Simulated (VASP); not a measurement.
# In2O3 (R-3c) in VASP: relaxation of cell and atoms with PBEsol

Aim: the relaxation of cell and atoms of In2O3 with PBEsol.

Program: VASP 6.6.1. These are calculated values, not measurements. Logs are shortened: lines on timing, memory, paths and dates and some standing lists are left out, and cuts for length are marked.

**1. Starting point**

It takes space group R-3c (No. 167, trigonal). Conventional cell: a = 5.487 Å, b = 5.487 Å, c = 14.510 Å, α = 90.00°, β = 90.00°, γ = 120.00°. Around In (site symmetry 3) lie 6 O at 2.12 to 2.26 Å. Around O (site symmetry 2) lie 4 In at 2.12 to 2.26 Å.

**2. Relaxation of cell and atoms, PBEsol**

Contents of INCAR:

```
SYSTEM = In2O3
  PREC = Accurate
  ENCUT = 600
  EDIFF = 1E-7
  ISMEAR = 0
  SIGMA = 0.02
  LREAL = .FALSE.
  LASPH = .TRUE.
  NELM = 60
  ALGO = Normal
  ISIF = 3
  LWAVE = .FALSE.
  LCHARG = .FALSE.
  GGA = PS
  IBRION = 2
  NSW = 80
  EDIFFG = -0.004
```

Contents of KPOINTS:

```
Automatic mesh
0
G
  6 6 6
  0 0 0
```

Contents of POSCAR:

```
In2O3
1.0
    2.7435000000      1.5839604600      4.8366666700
   -2.7435000000      1.5839604600      4.8366666700
    0.0000000000     -3.1679209300      4.8366666700
In O
4 6
Direct
    0.3573100000      0.3573100000      0.3573100000
    0.1426900000      0.1426900000      0.1426900000
    0.6426900000      0.6426900000      0.6426900000
    0.8573100000      0.8573100000      0.8573100000
    0.5480000000      0.9520000000      0.2500000000
    0.2500000000      0.5480000000      0.9520000000
    0.9520000000      0.2500000000      0.5480000000
    0.4520000000      0.0480000000      0.7500000000
    0.7500000000      0.4520000000      0.0480000000
    0.0480000000      0.7500000000      0.4520000000
```

Potentials or basis: VASP PAW PBE potentials, release 64 (In_d, O).

The run is started by

```
$ cat potpaw_PBE.64/In_d/POTCAR potpaw_PBE.64/O/POTCAR > POTCAR
$ mpirun -np 1 vasp_std > vasp.out
```

OUTCAR:

```text
SYSTEM = In2O3
   PREC = Accurate
   ENCUT = 600
   EDIFF = 1E-7
   ISMEAR = 0
   LREAL = .FALSE.
   LASPH = .TRUE.
   NELM = 60
   ISIF = 3
   GGA = PS
   IBRION = 2
   NSW = 80
   EDIFFG = -0.004

 ion  position               nearest neighbor table
   1  0.357  0.357  0.357-   9 2.12  10 2.12   8 2.12   7 2.26   5 2.26   6 2.26   2 3.11   3 3.24
                             3 3.24   3 3.24   2 3.61   2 3.61   2 3.61   4 3.99   4 3.99   4 3.99
   2  0.143  0.143  0.143-  10 2.12   9 2.12   8 2.12   6 2.26   5 2.26   7 2.26   1 3.11   4 3.24
                             4 3.24   4 3.24   1 3.61   1 3.61   1 3.61   3 3.99   3 3.99   3 3.99
   3  0.643  0.643  0.643-   6 2.12   7 2.12   5 2.12  10 2.26   8 2.26   9 2.26   4 3.11   1 3.24
                             1 3.24   1 3.24   4 3.61   4 3.61   4 3.61   2 3.99   2 3.99   2 3.99
   4  0.857  0.857  0.857-   7 2.12   6 2.12   5 2.12   9 2.26   8 2.26  10 2.26   3 3.11   2 3.24
                             2 3.24   2 3.24   3 3.61   3 3.61   3 3.61   1 3.99   1 3.99   1 3.99
   5  0.548  0.952  0.250-   3 2.12   4 2.12   1 2.26   2 2.26
   6  0.250  0.548  0.952-   3 2.12   4 2.12   2 2.26   1 2.26
   7  0.952  0.250  0.548-   4 2.12   3 2.12   1 2.26   2 2.26
   8  0.452  0.048  0.750-   1 2.12   2 2.12   3 2.26   4 2.26
   9  0.750  0.452  0.048-   1 2.12   2 2.12   4 2.26   3 2.26
  10  0.048  0.750  0.452-   2 2.12   1 2.12   3 2.26   4 2.26

  LATTYP: Found a trigonal (rhomboedric) cell.
 ALAT       =     5.7817875666
 COS(alpha) =     0.5496857785

  Lattice vectors:

 A1 = (   2.7435000000,   1.5839604600,   4.8366666700)
 A2 = (  -2.7435000000,   1.5839604600,   4.8366666700)
 A3 = (   0.0000000000,  -3.1679209300,   4.8366666700)

Analysis of symmetry for initial positions (statically):
=====================================================================
 Subroutine PRICEL returns:
 Original cell was already a primitive cell.

 Routine SETGRP: Setting up the symmetry group for a
 trigonal (rhombohedral) supercell.

 Subroutine GETGRP returns: Found 12 space group operations
 (whereof  6 operations were pure point group operations)
 out of a pool of 12 trial point group operations.

The static configuration has the point symmetry S_6 .
 The point group associated with its full space group is D_3d.

Analysis of symmetry for dynamics (positions and initial velocities):
=====================================================================
 Subroutine PRICEL returns:
 Original cell was already a primitive cell.

 Routine SETGRP: Setting up the symmetry group for a
 trigonal (rhombohedral) supercell.

[... 143 lines left out ...]
  Fermi-wavevector in a.u.,A,eV,Ry     =   1.452068  2.744010 28.687886  2.108500
  Thomas-Fermi vector in A             =   2.569492
   LORBIT       =      0    0 simple, 1 ext, 2 COOP (PROOUT), +10 PAW based schemes
   GGA     = PS    functional components
   LHFCALC =     F    Hartree Fock is set to
   AEXX    =    0.0000 exact exchange contribution
   IVDW    =     0    specifies the selected vdW correction
   LEPSILON=     F    determine dielectric tensor
   LRPA    =     F    only Hartree local field effects (RPA)
 conjugate gradient relaxation of ions
 non-spin polarized calculation
 Gauss-broadening in eV      SIGMA  =   0.02
  energy-cutoff  :      600.00
  volume of cell :      126.11
 maximum number of plane-waves:      4227
 NGX is ok and might be reduce to    48
   NGX = 23   NGY = 23   NGZ = 23

--------------------------------------- Ionic step        1  -------------------------------------------

 number of electron      88.0000008 magnetization

 Free energy of the ion-electron system (eV)
  ---------------------------------------------------
  ext. energy  EPLUGINS =         0.00000000
  ---------------------------------------------------
  free energy    TOTEN  =       -59.38025710 eV

  energy without entropy =      -59.38025710  energy(sigma->0) =      -59.38025710

------------------------ aborting loop because EDIFF is reached ----------------------------------------

  FORCE on cell =-STRESS in cart. coord.  units (eV):
  Direction    XX          YY          ZZ          XY          YZ          ZX
  --------------------------------------------------------------------------------------
  -------------------------------------------------------------------------------------
  Total        2.2324389      2.2324389      1.3646220      0.0000000     -0.0000000      0.0000000
  in kB       28.3624312     28.3624311     17.3370921      0.0000000     -0.0000000      0.0000000
  external PRESSURE =      24.6873181 kB  Pullay stress =       0.0000000 kB
[... 113 lines left out ...]
  FREE ENERGIE OF THE ION-ELECTRON SYSTEM (eV)
  ---------------------------------------------------
  free  energy   TOTEN  =       -59.3976815748 eV

  energy  without entropy=      -59.3976815748  energy(sigma->0) =      -59.39768157

[... ionic steps 4 to 7 ...]

--------------------------------------- Ionic step        8  -------------------------------------------

 number of electron      88.0000015 magnetization

------------------------ aborting loop because EDIFF is reached ----------------------------------------
[... 83 lines left out ...]
--------------------------------------- Ionic step       10  -------------------------------------------

 number of electron      88.0000016 magnetization

 Free energy of the ion-electron system (eV)
  ---------------------------------------------------
  ext. energy  EPLUGINS =         0.00000000
  ---------------------------------------------------
  free energy    TOTEN  =       -59.39979394 eV

  energy without entropy =      -59.39979394  energy(sigma->0) =      -59.39979394

 E-fermi :   5.4360     XC(G=0): -11.4383

 val. band max:        5.3211624675   @ k =   0.3333   0.0000   0.0000
 cond. band min:       6.4137142299   @ k =   0.0000   0.0000   0.0000
 fundamental gap:      1.0925517624
 Fermi energy:         5.4359758725

 k-point     1 :       0.0000    0.0000    0.0000
  band No.  band energies     occupation
      1     -12.2030      2.00000
      2     -11.2977      2.00000
      3     -11.2977      2.00000
      4     -11.0886      2.00000
      5     -11.0886      2.00000
      6     -11.0021      2.00000
[... 1309 lines left out ...]
     51      13.9566      0.00000
     52      14.6763      0.00000

 [... further k-points ...]
[... 5 lines left out ...]
  --------------------------------------------------------------------------------------
  -------------------------------------------------------------------------------------
  Total       -0.0085595     -0.0085595     -0.0087128      0.0000000      0.0000000     -0.0000000
  in kB       -0.1072925     -0.1072925     -0.1092139      0.0000000      0.0000000     -0.0000000
  external PRESSURE =      -0.1079330 kB  Pullay stress =       0.0000000 kB
[... 25 lines left out ...]
  FREE ENERGIE OF THE ION-ELECTRON SYSTEM (eV)
  ---------------------------------------------------
  free  energy   TOTEN  =       -59.3997939355 eV

  energy  without entropy=      -59.3997939355  energy(sigma->0) =      -59.39979394

 reached required accuracy - stopping structural energy minimisation
```

Wall time 20 min (1 thread of Intel Xeon 6975P-C (Granite Rapids), shared host); peak memory 0.46 GiB.

Results:

```
Free energy                            : -59.3998 eV
Relaxed volume                         : 12.78 Å³/atom
Relaxed cell                           : a = 5.801 Å, b = 5.801 Å, c = 5.801 Å, α = 56.79°, β = 56.79°, γ = 56.79°
Space group after relaxing (to 0.05 Å) : R-3c (No. 167)
Energy gained by relaxing              : 2.0 meV/atom
Ionic steps                            : 10
Pressure after relaxing                : 0.0 GPa
Band gap on the k mesh                 : 1.09 eV, indirect (least direct gap 1.15 eV)
```

Forces in eV/Å, atoms in the order of the input:
```
In   0.000  0.000 -0.002
In   0.000  0.000  0.002
In   0.000  0.000  0.002
In   0.000  0.000 -0.002
O   -0.003  0.000  0.000
O    0.001 -0.002  0.000
O    0.001  0.002  0.000
O    0.003  0.000  0.000
O   -0.001  0.002  0.000
O   -0.001 -0.002  0.000
```

Step by step:
| step | energy change (eV) | largest force (eV/Å) | pressure (GPa) | volume (Å³) |
| --- | --- | --- | --- | --- |
| 1 | 0.0000 | 0.1667 | 2.47 | 126.11 |
| 2 | -0.0048 | 0.0313 | -2.38 | 129.69 |
| 3 | -0.0174 | 0.0902 | -0.23 | 128.02 |
| 4 | -0.0190 | 0.0281 | -0.03 | 127.87 |
| 5 | -0.0191 | 0.0431 | 0.03 | 127.83 |
| 6 | -0.0194 | 0.0218 | 0.00 | 127.84 |
| 7 | -0.0195 | 0.0088 | -0.03 | 127.86 |
| 8 | -0.0195 | 0.0045 | 0.02 | 127.81 |
| 9 | -0.0195 | 0.0023 | 0.06 | 127.77 |
| 10 | -0.0195 | 0.0027 | -0.01 | 127.82 |

Final structure:
```yaml
crystal:
  lattice:
    - [2.75881, 1.59280, 4.84794]
    - [-2.75881, 1.59280, 4.84794]
    - [0.00000, -3.18559, 4.84794]
  atoms:
    - { symbol: In, position: [0.35744, 0.35744, 0.35744] }
    - { symbol: In, position: [0.14256, 0.14256, 0.14256] }
    - { symbol: In, position: [0.64256, 0.64256, 0.64256] }
    - { symbol: In, position: [0.85744, 0.85744, 0.85744] }
    - { symbol: O, position: [0.54585, 0.95415, 0.25000] }
    - { symbol: O, position: [0.25000, 0.54585, 0.95415] }
    - { symbol: O, position: [0.95415, 0.25000, 0.54585] }
    - { symbol: O, position: [0.45415, 0.04585, 0.75000] }
    - { symbol: O, position: [0.75000, 0.45415, 0.04585] }
    - { symbol: O, position: [0.04585, 0.75000, 0.45415] }
```

Caveat: the PAW data sets were made with another functional, which shifts forces and pressure a little; spin-orbit coupling is left out, which moves the levels of the heavy elements.
